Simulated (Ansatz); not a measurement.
This Ansatz input for FeGe was spoiled on purpose:

```yaml
crystal:
  lattice:
    - [4.959828853792, 0.0, 0.0]
    - [-2.479914426896, 4.295337785807, 0.0]
    - [0.0, 0.0, 4.0465846644]
  atoms:
    - { symbol: Fe, position: [0.5, 0.0, 0.0], spin: 2.5, spin_axis: [0.0, 0.0, 1.0] }
    - { symbol: Fe, position: [0.5, 0.5, 0.0], spin: 2.5, spin_axis: [0.0, 0.0, 1.0] }
    - { symbol: Fe, position: [0.0, 0.5, 0.0], spin: 2.5, spin_axis: [0.0, 0.0, 1.0] }
    - { symbol: Ge, position: [0.0, 0.0, 0.0] }
    - { symbol: Ge, position: [0.3333333333333, 0.6666666666667, 0.5] }
    - { symbol: Ge, position: [0.6666666666667, 0.3333333333333, 0.5] }
basis:
  ecutwfc: 420
  ecutrho_ratio: 4
kpoints:
  mp_grid: { grid: [8, 8, 8] }
hamiltonian:
  xc: pbe
scf:
  occupations: { method: gaussian, width: 0.05 }
  max_iter: 5
output:
  forces: true
  stress: true
magnetization:
  noncollinear: true
  spin_orbit: true
```

Launched as:
```sh
ansatz run input.yaml --threads 4 --pin off --max-ram 7168MiB --backend cpu --events-out ev --progress --plain --runs-dir out
```

Q: What is wrong with it?

A: Too few SCF iterations. Against the sound input: scf.max_iter: 5.

What the program printed:

```
Warning: output.stress: scf.convergence.dr2_threshold = 1e-7 eV (the SCF's general default) is looser than the 6e-10 eV advised for a printed stress (1e-10 eV for each atom of the cell: 6). What an SCF threshold leaves in a stress goes as its square root, and in the free energy as the threshold itself, and one threshold admits the most on a small cell: of the crystals measured, under no hybrid fun
```

SCF trace (energy estimate counted from the last row):
| iteration | ΔE (eV) | density residual (eV) | M (μB) |
| --- | --- | --- | --- |
| 1 | -2.688 | 1.71e1 | 4.61e0 |
| 2 | -1.120 | 3.95e0 | 4.72e0 |
| 3 | -0.685 | 2.76e0 | 4.59e0 |
| 4 | -1.5e-03 | 2.73e-1 | 4.78e0 |
| 5 | 0.000 | 8.60e-2 | 4.61e0 |

```
Error: did not converge after 5 iterations: onsite_residual = 1.53e-1 (threshold 1.00e-7), under the density mixer `msr1`, which `scf.mixing.algorithm: auto` chose by the deck's other keys (type `scf.mixing.algorithm: msr1` to keep it); raise `scf.max_iter`, which need not help a stalled SCF, or adjust the mixing (`scf.mixing`) or, under a smearing, its width (`scf.occupations.width`, in either direction: another width is another result); this SCF holds its density and magnetisation to the symmetry operations that it keeps, and cannot end on a state that breaks one of them: if the state sought breaks one, re-run with `crystal.symmetry.detect: false`, without `crystal.symmetry.time_reversal: true`, on a non-collinear deck whose state breaks time reversal, with `crystal.symmetry.time_reversal: false` beside it (there exact exchange or a DFT+U term alone can polarise the run; a magnetic state …
```

The run ended without convergence. Cost: 28 s on 4 threads of Arm Neoverse V2, with other jobs on the host, peak memory 1.5 GiB. The run before the change (PBE with spin–orbit coupling, 420 eV, 8×8×8 mesh) gave:

| run | P (GPa) | gap on the mesh (eV) | cell moment (μB) | largest force component (eV/Å) |
| --- | --- | --- | --- | --- |
| sound | 0.0 | metal | 3.97 | 0.000 |

The two runs also differ in their start: the sound one had the moments 1.48, 1.48, 1.48, 0.00, 0.00, 0.00 μB typed, and went on from the state of an earlier run.

The chain of runs began from a structure of the Materials Project database, expanded in volume; all values here are this work's own. Such entries can be computed or ordered models and not known phases.

Of that run: Only parallel moments were tried, so the real magnetic order may be another.
